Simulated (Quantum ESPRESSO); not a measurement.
# CuO (Pm-3m) in Quantum ESPRESSO: notebook

The runs below take CuO through single point, with PBEsol, PBEsol+U.

Everything below comes from runs of Quantum ESPRESSO 7.5. Logs are shortened: lines on timing, memory, paths and dates and some standing lists are left out, and cuts for length are marked.

### 1 The structure

It takes space group Pm-3m (No. 221, cubic). The conventional cell has a = 2.553 Å, b = 2.553 Å, c = 2.553 Å, α = 90.00°, β = 90.00°, γ = 90.00°. Cu (site symmetry m-3m) is surrounded by 8 O at 2.21 Å. O (site symmetry m-3m) is surrounded by 8 Cu at 2.21 Å.

Measurements of this composition are mostly on another form, of space group No. 15.

### 2 Single point, PBEsol

pw.in reads:

```
&CONTROL
  calculation = 'scf'
  prefix = 'pwscf'
  outdir = './tmp'
  pseudo_dir = './pseudo'
  tprnfor = .true.
  tstress = .true.
  disk_io = 'nowf'
/
&SYSTEM
  ibrav = 0
  A = 2.55255061
  nat = 2
  ntyp = 2
  ecutwfc = 55
  ecutrho = 440
  nbnd = 15
  input_dft = 'pbesol'
  occupations = 'smearing'
  smearing = 'fd'
  degauss = 0.00367493
/
&ELECTRONS
  conv_thr = 4d-10
  electron_maxstep = 120
  mixing_beta = 0.5
/
ATOMIC_SPECIES
Cu    63.5460 Cu.paw.z_11.ld1.psl.v1.0.0-low.upf
O     15.9990 O.pbe-n-kjpaw_psl.0.1.UPF
CELL_PARAMETERS alat
   1.0000000000    0.0000000000    0.0000000000
   0.0000000000    1.0000000000    0.0000000000
   0.0000000000    0.0000000000    1.0000000000
ATOMIC_POSITIONS alat
Cu     0.0000000000    0.0000000000    0.0000000000
O      0.5000000000    0.5000000000    0.5000000000
K_POINTS automatic
10 10 10 0 0 0
```

Potentials or basis: SSSP 1.3 efficiency PBE.

Command:

```
> OMP_NUM_THREADS=1 pw.x -in pw.in > pw.out
```

pw.out:

```text
This program is part of the open-source Quantum ESPRESSO suite
     for quantum simulation of materials; please cite
         "P. Giannozzi et al., J. Phys.:Condens. Matter 21 395502 (2009);
         "P. Giannozzi et al., J. Phys.:Condens. Matter 29 465901 (2017);
         "P. Giannozzi et al., J. Chem. Phys. 152 154105 (2020);
     in publications or presentations arising from this work. More details at

     file Cu.paw.z_11.ld1.psl.v1.0.0-low.upf: wavefunction(s)  4S 3D renormalized
     file O.pbe-n-kjpaw_psl.0.1.UPF: wavefunction(s)  2P renormalized

     IMPORTANT: XC functional enforced from input :
     Exchange-correlation= PBESOL
                           (   1   4  10   8   0   0   0)
     Any further DFT definition will be discarded
     Please, verify this is what you really want

     Message from routine setup:
     using ibrav=0 with symmetry is DISCOURAGED, use correct ibrav instead

     G-vector sticks info
     --------------------
     sticks:   dense  smooth     PW     G-vecs:    dense   smooth      PW
     Sum         805     405    137                17461     6187    1213

     Using Slab Decomposition

     bravais-lattice index     =            0
     lattice parameter (alat)  =       4.8236  a.u.
     unit-cell volume          =     112.2328 (a.u.)^3
     number of atoms/cell      =            2
     number of atomic types    =            2
     number of electrons       =        17.00
     number of Kohn-Sham states=           15
     kinetic-energy cutoff     =      55.0000  Ry
     charge density cutoff     =     440.0000  Ry
     scf convergence threshold =      4.0E-10
     mixing beta               =       0.5000
     number of iterations used =            8  plain     mixing
     Exchange-correlation= PBESOL
                           (   1   4  10   8   0   0   0)

     celldm(1)=   4.823622  celldm(2)=   0.000000  celldm(3)=   0.000000
     celldm(4)=   0.000000  celldm(5)=   0.000000  celldm(6)=   0.000000

     crystal axes: (cart. coord. in units of alat)
               a(1) = (   1.000000   0.000000   0.000000 )
               a(2) = (   0.000000   1.000000   0.000000 )
               a(3) = (   0.000000   0.000000   1.000000 )

     reciprocal axes: (cart. coord. in units 2 pi/alat)
               b(1) = (  1.000000  0.000000  0.000000 )
               b(2) = (  0.000000  1.000000  0.000000 )
               b(3) = (  0.000000  0.000000  1.000000 )

     PseudoPot. # 1 for Cu read from file:
     Cu.paw.z_11.ld1.psl.v1.0.0-low.upf
     Pseudo is Projector augmented-wave + core cor, Zval = 11.0
     Generated using &quot;atomic&quot; code by A. Dal Corso  v.6.3MaX
     Shape of augmentation charge: PSQ
     Using radial grid of 1199 points,  6 beta functions with:
                l(1) =   0
                l(2) =   0
                l(3) =   1
                l(4) =   1
                l(5) =   2
                l(6) =   2
     Q(r) pseudized with 0 coefficients

     PseudoPot. # 2 for O  read from file:
     O.pbe-n-kjpaw_psl.0.1.UPF
     Pseudo is Projector augmented-wave + core cor, Zval =  6.0
     Generated using "atomic" code by A. Dal Corso  v.5.0.99 svn rev. 10869
     Shape of augmentation charge: BESSEL
     Using radial grid of 1095 points,  4 beta functions with:
                l(1) =   0
                l(2) =   0
                l(3) =   1
                l(4) =   1
     Q(r) pseudized with 0 coefficients

     atomic species   valence    mass     pseudopotential
     Cu               11.00    63.54600     Cu( 1.00)
     O                 6.00    15.99900     O ( 1.00)

     48 Sym. Ops., with inversion, found

   Cartesian axes

     site n.     atom                  positions (alat units)
         1        Cu     tau(   1) = (   0.0000000   0.0000000   0.0000000  )
         2        O      tau(   2) = (   0.5000000   0.5000000   0.5000000  )

     number of k points=    56  Fermi-Dirac smearing, width (Ry)=  0.0037
                       cart. coord. in units 2pi/alat
        k(    1) = (   0.0000000   0.0000000   0.0000000), wk =   0.0020000
        k(    2) = (   0.0000000   0.0000000   0.1000000), wk =   0.0120000
        k(    3) = (   0.0000000   0.0000000   0.2000000), wk =   0.0120000
        k(    4) = (   0.0000000   0.0000000   0.3000000), wk =   0.0120000
        k(    5) = (   0.0000000   0.0000000   0.4000000), wk =   0.0120000
        k(    6) = (   0.0000000   0.0000000  -0.5000000), wk =   0.0060000
[... 48 lines left out ...]
        k(   55) = (   0.4000000  -0.5000000  -0.5000000), wk =   0.0120000
        k(   56) = (  -0.5000000  -0.5000000  -0.5000000), wk =   0.0020000

     Dense  grid:    17461 G-vectors     FFT dimensions: (  36,  36,  36)

     Smooth grid:     6187 G-vectors     FFT dimensions: (  24,  24,  24)

     Initial potential from superposition of free atoms

     starting charge      16.9998, renormalised to      17.0000
[... 84 lines left out ...]
    11.9465  16.8114  26.5019  28.0726  31.2287  33.4657  36.5987

          k = 0.1000 0.1000 0.3000 (   769 PWs)   bands (ev):

    -6.4363   5.7791   8.5679   8.9941   9.4484  10.6544  10.9002  11.8069
    12.4924  17.9309  24.4649  28.2895  31.2527  32.1694  39.0045
[... 43 lines left out ...]
    -5.3912   5.4376   7.3328   9.5305   9.6137  10.4810  10.5107  11.3810
    12.5548  19.2340  22.6864  25.2539  31.7790  33.2297  37.2525

          k = 0.1000 0.4000 0.4000 (   775 PWs)   bands (ev):

    -5.2570   6.2178   6.6337   9.4359   9.7256  10.3918  10.5090  11.3609
    12.2864  18.6730  23.6561  24.4280  31.5157  34.1194  37.3139

          k = 0.1000 0.4000-0.5000 (   770 PWs)   bands (ev):

    -5.1504   6.1303   6.7038   9.5115   9.6408  10.3965  10.5150  11.3739
    12.1760  18.4243  23.6750  24.3788  31.2277  34.8859  37.2394

          k = 0.1000-0.5000-0.5000 (   760 PWs)   bands (ev):

    -5.0529   6.4504   6.4504   9.4089   9.6061  10.5280  10.5280  11.3807
    11.9724  18.0991  24.0879  24.0879  30.8742  36.6284  37.2743

          k = 0.2000 0.2000 0.2000 (   769 PWs)   bands (ev):

    -6.3030   7.5139   7.8254   7.8254  10.0098  10.0098  10.9195  11.8898
    11.8898  18.2343  26.3401  26.3401  29.7012  34.7328  34.7328

          k = 0.2000 0.2000 0.3000 (   772 PWs)   bands (ev):

    -5.9286   6.4415   7.7620   8.2724   9.8365  10.2955  10.7296  11.6705
    12.4199  18.8111  24.6905  25.8973  30.2301  33.3436  35.8817

          k = 0.2000 0.2000 0.4000 (   775 PWs)   bands (ev):

    -5.5898   5.4898   7.6963   8.8984   9.7688  10.4192  10.6005  11.5156
    12.8161  19.4373  22.9093  25.4185  31.3493  32.6603  36.2238
[... 18 lines left out ...]
    -5.1614   5.6425   7.1087   8.7825   9.9419  10.5175  10.5180  11.5259
    12.8521  19.3458  22.4775  23.8518  32.3035  32.8366  35.4675

          k = 0.2000 0.4000 0.4000 (   775 PWs)   bands (ev):

    -5.0162   6.2732   6.4733   8.4532   9.9619  10.6452  10.7970  11.5887
    12.6356  18.8607  22.8555  23.3367  32.0266  32.9553  36.1583

          k = 0.2000 0.4000-0.5000 (   772 PWs)   bands (ev):

    -4.9062   6.0898   6.5187   8.4533   9.9321  10.8481  10.8851  11.4864
    12.6138  18.6504  22.7753  23.0961  32.3859  32.8901  36.0540

          k = 0.2000-0.5000-0.5000 (   764 PWs)   bands (ev):

    -4.8025   6.2689   6.2689   8.3524   9.9131  11.0924  11.0924  11.3891
    12.4633  18.3211  22.8723  22.8723  32.1607  33.2806  36.3593

          k = 0.3000 0.3000 0.3000 (   768 PWs)   bands (ev):

    -5.2634   6.9149   6.9149   7.3530  10.3667  10.3667  10.4703  12.3094
    12.3094  19.1031  23.5938  23.5938  30.1475  34.6415  34.6415

          k = 0.3000 0.3000 0.4000 (   770 PWs)   bands (ev):

    -4.9713   6.1839   6.8160   7.6399  10.3810  10.5510  10.7787  11.9679
    12.7666  19.2395  22.5434  22.7103  30.8162  34.2309  35.0090

          k = 0.3000 0.3000-0.5000 (   764 PWs)   bands (ev):

    -4.8515   5.8676   6.7789   7.7891  10.3897  10.6373  11.0295  11.7013
    12.9545  19.3510  22.0310  22.3556  31.3707  34.1255  34.5392

          k = 0.3000 0.4000 0.4000 (   776 PWs)   bands (ev):

    -4.6899   6.2893   6.2976   7.2945  10.5227  10.9839  11.1096  12.1043
    12.7857  19.1190  21.7123  21.9549  30.5549  34.1301  35.5763

          k = 0.3000 0.4000-0.5000 (   770 PWs)   bands (ev):

    -4.5747   6.0224   6.3161   7.2525  10.5521  11.1126  11.5829  11.8362
    12.8765  19.0035  21.5221  21.5560  30.5029  33.9136  35.4625

          k = 0.3000-0.5000-0.5000 (   760 PWs)   bands (ev):

    -4.4615   6.0746   6.0746   7.1239  10.5857  11.3995  11.8694  11.8694
    12.7698  18.7103  21.3527  21.3527  30.1259  33.7935  35.9162

          k = 0.4000 0.4000 0.4000 (   762 PWs)   bands (ev):

    -4.3965   6.1688   6.1688   6.5368  11.0578  11.0578  11.6988  12.6966
    12.6966  19.3044  20.7719  20.7719  29.1162  35.3554  35.3563

          k = 0.4000 0.4000-0.5000 (   770 PWs)   bands (ev):

    -4.2759   5.9598   6.1222   6.4143  11.0778  11.2532  12.2703  12.3584
    12.9696  19.3049  20.2890  20.4801  28.5295  35.1631  35.3060

          k = 0.4000-0.5000-0.5000 (   756 PWs)   bands (ev):

    -4.1528   5.9347   5.9347   6.2202  11.1747  11.4081  12.6302  12.6302
    12.9298  19.2100  20.0384  20.0384  27.7422  35.1796  35.7633

          k =-0.5000-0.5000-0.5000 (   720 PWs)   bands (ev):

    -4.0251   5.8845   5.8845   5.8845  11.4115  11.4115  12.9792  12.9792
    12.9792  19.4885  19.4885  19.4885  26.7916  35.7322  35.7322

     the Fermi energy is    12.6009 ev

!    total energy              =    -251.45483109 Ry
     total all-electron energy =     -3457.181490 Ry
     estimated scf accuracy    <          2.5E-10 Ry
     smearing contrib. (-TS)   =      -0.00163705 Ry
     internal energy E=F+TS    =    -251.45319404 Ry

     The total energy is F=E-TS. E is the sum of the following terms:
     one-electron contribution =     -22.23819484 Ry
     hartree contribution      =      33.32139724 Ry
     xc contribution           =     -51.49260145 Ry
     ewald contribution        =    -114.29405149 Ry
     one-center paw contrib.   =     -96.74974350 Ry

     convergence has been achieved in   9 iterations

     Forces acting on atoms (cartesian axes, Ry/au):

     atom    1 type  1   force =     0.00000000    0.00000000    0.00000000
     atom    2 type  2   force =     0.00000000    0.00000000    0.00000000

     Total force =     0.000000     Total SCF correction =     0.000000

     Computing stress (Cartesian axis) and pressure

          total   stress  (Ry/bohr**3)                   (kbar)     P=       93.79
   0.00063760   0.00000000   0.00000000           93.79        0.00        0.00
   0.00000000   0.00063760   0.00000000            0.00       93.79        0.00
   0.00000000   0.00000000   0.00063760            0.00        0.00       93.79

=------------------------------------------------------------------------------=
   JOB DONE.
=------------------------------------------------------------------------------=
```

Wall time 23 s (1 thread of AMD EPYC, shared host); peak memory 0.11 GiB.

What came out:

* Free energy: -3421.2173 eV
* Pressure: 9.4 GPa
* Band gap on the k mesh: none (metal or under the smearing width)

Levels at points of the mesh, in eV from the Fermi level:
```tsv
k point	band 6	band 7	band 8	band 9	band 10	band 11	band 12	band 13
(0.00, 0.00, 0.00)	-2.14	-1.75	-1.75	-1.75	1.16	15.98	15.98	20.78
(0.00, 0.00, -0.50)	-1.67	-1.20	0.46	0.46	6.79	8.59	17.66	18.29
(0.00, -0.50, -0.50)	-2.28	-2.26	-1.22	-1.06	5.43	11.96	11.96	17.79
(-0.50, -0.50, -0.50)	-1.19	0.38	0.38	0.38	6.89	6.89	6.89	14.19
```

Caveat: the potentials were made for another functional, which shifts forces and pressure; an odd number of electrons without spin polarisation forces a metal; a magnetic or distorted state may lie lower; the run has no spin polarisation, though such a crystal can be magnetic; semilocal functionals often make such compounds metallic where correlation or magnetic order opens a gap, which also shifts bond lengths. With open d or f shells a metallic result of PBEsol can be an artefact of self-interaction; +U or a hybrid may open a gap.

### 3 Single point, PBEsol+U

Edit pw.in of step 2 so:

```diff
@@ -16,3 +16,3 @@
   ecutrho = 440
-  nbnd = 15
+  nbnd = 18
   input_dft = 'pbesol'
@@ -25,3 +25,3 @@
   electron_maxstep = 120
-  mixing_beta = 0.5
+  mixing_beta = 0.3
 /
@@ -39 +39,3 @@
 10 10 10 0 0 0
+HUBBARD {ortho-atomic}
+U Cu-3d 1.0
```

Potentials or basis: SSSP 1.3 efficiency PBE.

Command:

```
> OMP_NUM_THREADS=1 pw.x -in pw.in > pw.out
```

Wall time 30 s (1 thread of AMD EPYC, shared host); peak memory 0.11 GiB.

It converged, with:

| Quantity | Value |
| --- | --- |
| Free energy | -3420.9667 eV |
| Pressure | 10.2 GPa |
| Band gap on the k mesh | none (metal or under the smearing width) |

Levels at points of the mesh, in eV from the Fermi level:
```
              k point  band 5  band 6  band 7  band 8  band 9  band 10  band 11  band 12  band 13  band 14
   (0.00, 0.00, 0.00)   -2.06   -2.06   -1.86   -1.86   -1.86     1.30    16.15    16.15    20.94    20.94
  (0.00, 0.00, -0.50)   -3.59   -1.79   -1.34    0.47    0.47     6.94     8.72    17.79    18.45    18.45
 (0.00, -0.50, -0.50)   -2.41   -2.41   -2.37   -1.40   -0.99     5.60    12.09    12.09    17.94    25.68
(-0.50, -0.50, -0.50)   -1.37   -1.37    0.37    0.37    0.37     7.06     7.06     7.06    14.39    23.26
```

Eigenvalues of the final occupation matrices:
| site | spin | trace | eigenvalues |
| --- | --- | --- | --- |
| Cu 1 3d | each | 4.74 | 0.92 0.92 0.92 0.99 0.99 |

Caveat: the potentials were made for another functional, which shifts forces and pressure; an odd number of electrons without spin polarisation forces a metal; a magnetic or distorted state may lie lower; the run has no spin polarisation, though such a crystal can be magnetic; U without spin polarisation on a metal has little footing.

### 4 Single point, PBEsol+U

Edit pw.in of step 3 so:

```diff
@@ -40,2 +40,2 @@
 HUBBARD {ortho-atomic}
-U Cu-3d 1.0
+U Cu-3d 2.0
```

Command:

```
> OMP_NUM_THREADS=1 pw.x -in pw.in > pw.out
```

Run time: 33 s. Hardware: 1 thread of AMD EPYC, shared host; peak memory 0.11 GiB.

The run converged. Its results:

| Quantity | Value |
| --- | --- |
| Free energy | -3420.7267 eV |
| Pressure | 11.0 GPa |
| Band gap on the k mesh | none (metal or under the smearing width) |

Levels at points of the mesh, in eV from the Fermi level:
```csv
k point,band 7,band 8,band 9,band 10,band 11,band 12
"(0.00, 0.00, 0.00)",-1.98,-1.98,-1.98,1.45,16.32,16.32
"(0.00, 0.00, -0.50)",-1.48,0.48,0.48,7.09,8.85,17.91
"(0.00, -0.50, -0.50)",-2.48,-1.58,-0.92,5.77,12.23,12.23
"(-0.50, -0.50, -0.50)",0.35,0.35,0.35,7.22,7.22,7.22
```

Eigenvalues of the final occupation matrices:
```csv
site,spin,trace,eigenvalues
Cu 1 3d,each,4.75,0.93 0.93 0.93 0.99 0.99
```

Caveat: the potentials were made for another functional, which shifts forces and pressure; an odd number of electrons without spin polarisation forces a metal; a magnetic or distorted state may lie lower; the run has no spin polarisation, though such a crystal can be magnetic; U without spin polarisation on a metal has little footing.

### 5 Single point, PBEsol+U

Edit pw.in of step 4 so:

```diff
@@ -40,2 +40,2 @@
 HUBBARD {ortho-atomic}
-U Cu-3d 2.0
+U Cu-3d 3.0
```

Command:

```
> OMP_NUM_THREADS=1 pw.x -in pw.in > pw.out
```

Run time: 31 s. Hardware: 1 thread of AMD EPYC, shared host; peak memory 0.11 GiB.

It converged, with:

* Free energy: -3420.4972 eV
* Pressure: 11.9 GPa
* Band gap on the k mesh: none (metal or under the smearing width)

Levels at points of the mesh, in eV from the Fermi level:
| k point | band 6 | band 7 | band 8 | band 9 | band 10 | band 11 | band 12 | band 13 |
| --- | --- | --- | --- | --- | --- | --- | --- | --- |
| (0.00, 0.00, 0.00) | -2.12 | -1.91 | -1.91 | -1.91 | 1.60 | 16.49 | 16.49 | 21.25 |
| (0.00, 0.00, -0.50) | -2.04 | -1.61 | 0.49 | 0.49 | 7.23 | 8.98 | 18.03 | 18.78 |
| (0.00, -0.50, -0.50) | -2.68 | -2.60 | -1.75 | -0.85 | 5.93 | 12.36 | 12.36 | 18.24 |
| (-0.50, -0.50, -0.50) | -1.72 | 0.34 | 0.34 | 0.34 | 7.39 | 7.39 | 7.39 | 14.78 |

Eigenvalues of the final occupation matrices:
```tsv
site	spin	trace	eigenvalues
Cu 1 3d	each	4.76	0.93 0.93 0.93 0.99 0.99
```

Caveat: the potentials were made for another functional, which shifts forces and pressure; an odd number of electrons without spin polarisation forces a metal; a magnetic or distorted state may lie lower; the run has no spin polarisation, though such a crystal can be magnetic; U without spin polarisation on a metal has little footing.

### 6 Single point, PBEsol+U

Edit pw.in of step 5 so:

```diff
@@ -40,2 +40,2 @@
 HUBBARD {ortho-atomic}
-U Cu-3d 3.0
+U Cu-3d 4.0
```

Potentials or basis: SSSP 1.3 efficiency PBE.

Command:

```
> OMP_NUM_THREADS=1 pw.x -in pw.in > pw.out
```

It took 30 s on 1 thread of AMD EPYC, shared host; peak memory 0.12 GiB.

Results (log left out):

| Item | Value |
| --- | --- |
| Free energy | -3420.2782 eV |
| Pressure | 12.9 GPa |
| Band gap on the k mesh | none (metal or under the smearing width) |

Levels at points of the mesh, in eV from the Fermi level:
```tsv
k point	band 7	band 8	band 9	band 10	band 11	band 12
(0.00, 0.00, 0.00)	-1.84	-1.84	-1.84	1.74	16.66	16.66
(0.00, 0.00, -0.50)	-1.74	0.50	0.50	7.38	9.11	18.16
(0.00, -0.50, -0.50)	-2.73	-1.93	-0.79	6.10	12.50	12.50
(-0.50, -0.50, -0.50)	0.32	0.32	0.32	7.55	7.55	7.55
```

Eigenvalues of the final occupation matrices:
| site | spin | trace | eigenvalues |
| --- | --- | --- | --- |
| Cu 1 3d | each | 4.77 | 0.93 0.93 0.93 0.99 0.99 |

Caveat: the potentials were made for another functional, which shifts forces and pressure; an odd number of electrons without spin polarisation forces a metal; a magnetic or distorted state may lie lower; the run has no spin polarisation, though such a crystal can be magnetic; U without spin polarisation on a metal has little footing.

### 7 The runs side by side

```csv
level,U,mixing beta,gap on the mesh (eV),pressure (GPa)
PBEsol,-,0.5,none,9.4
PBEsol+U,Cu d U = 1 eV,0.3,none,10.2
PBEsol+U,Cu d U = 2 eV,0.3,none,11.0
PBEsol+U,Cu d U = 3 eV,0.3,none,11.9
PBEsol+U,Cu d U = 4 eV,0.3,none,12.9
```

Alike in all rows: task single point; potentials or basis SSSP 1.3 efficiency PBE; no spin polarisation; cell as given; k mesh 10 × 10 × 10; cutoff (eV) 748; smearing fermi-dirac 0.05 eV.

Every run on the cell as given and a fine mesh finds a metal. The pressure there spans 9.4 GPa (PBEsol) to 12.9 GPa (PBEsol+U); a positive pressure means that this level wants a larger cell, a negative one a smaller.

Caveats: the potentials were made for another functional, which shifts forces and pressure; an odd number of electrons without spin polarisation forces a metal; a magnetic or distorted state may lie lower; the run has no spin polarisation, though such a crystal can be magnetic; U without spin polarisation on a metal has little footing (some runs); semilocal functionals often make such compounds metallic where correlation or magnetic order opens a gap, which also shifts bond lengths (some runs).

Absolute energies hang on the potentials; compare differences alone.
